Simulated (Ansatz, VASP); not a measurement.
This is a calculation of P for Ansatz 0.2.0.

File input.yaml:

```yaml
crystal:
  lattice:
    - [1.6254735952, -5.3911768097, 0.0]
    - [1.6254735952, 5.3911768097, 0.0]
    - [0.0, 0.0, 4.4822275814]
  atoms:
    - { symbol: P, position: [0.90414313, 0.09585687, 0.58881517] }
    - { symbol: P, position: [0.09585687, 0.90414313, 0.41118483] }
    - { symbol: P, position: [0.59585687, 0.40414313, 0.08881517] }
    - { symbol: P, position: [0.40414313, 0.59585687, 0.91118483] }
hamiltonian:
  xc: pbesol
  pseudopotentials: { kind: paw }
kpoints:
  mp_grid: { grid: [8, 8, 6] }
scf:
  occupations: { method: fermi_dirac, width: 0.05 }
output:
  forces: true
  stress: true
  eigenvalues: true
```

Potentials or basis: Ansatz PAW.

Launch:

```sh
$ ansatz run input.yaml --threads 1 --pin off --max-ram 3584MiB --backend cpu --events-out ev --progress --plain --runs-dir out
```

Translate it to VASP 6.6.1. Potentials there: VASP PAW PBE potentials, release 64 (P).

As run (the cutoff follows the program's own potentials):

Contents of INCAR:

```
PREC     = Accurate       # precision mode
ENCUT    = 520            # plane-wave cutoff, eV
EDIFF    = 1E-7           # SCF threshold, eV
ISMEAR   = -1             # smearing method
SIGMA    = 0.05           # smearing width, eV
LREAL    = False          # projectors in reciprocal space
LASPH    = True           # aspherical terms in the spheres
NELM     = 60             # most SCF steps
ALGO     = Normal         # electronic algorithm
ISIF     = 2              # what is computed and relaxed
LWAVE    = False          # write WAVECAR
LCHARG   = False          # write CHGCAR
GGA      = PS             # functional
NBANDS   = 18             # bands
```

File KPOINTS:

```
regular mesh
0
Gamma
  8 8 6
```

POSCAR

```
P
1.0
    1.6254735952     -5.3911768097      0.0000000000
    1.6254735952      5.3911768097      0.0000000000
    0.0000000000      0.0000000000      4.4822275814
P
4
Direct
    0.9041431300      0.0958568700      0.5888151700
    0.0958568700      0.9041431300      0.4111848300
    0.5958568700      0.4041431300      0.0888151700
    0.4041431300      0.5958568700      0.9111848300
```

Potentials or basis: VASP PAW PBE potentials, release 64 (P).

Run with:

```console
$ cat potpaw_PBE.64/P/POTCAR > POTCAR
$ mpirun -np 1 vasp_std > vasp.out
```

Both were run:

|  | VASP | Ansatz | Ansatz less VASP |
| --- | --- | --- | --- |
| gap on the k mesh at the Fermi level (eV) | 0.03 | 0.04 | +0.004 |
| least direct gap on the mesh (eV) | 0.03 | 0.04 | +0.004 |
| pressure (GPa) | 2.6 | 2.7 | +0.11 |
| largest component of the traceless stress (GPa) | 0.45 | 0.41 | -0.042 |
| rms of the force components (eV/Å) | 0.366 | 0.380 | +0.0132 |

Atom by atom the forces differ by 0.014 eV/Å (rms over components). The functional is the same, so the differences come from potentials, cutoffs and numerics.

Caveats: the PAW data sets were made with another functional, which shifts forces and pressure a little (VASP); the PAW data sets come from PBE, with cores solved anew for the run's functional, which leaves a small shift of forces and pressure (Ansatz). A k mesh can miss the band edges.
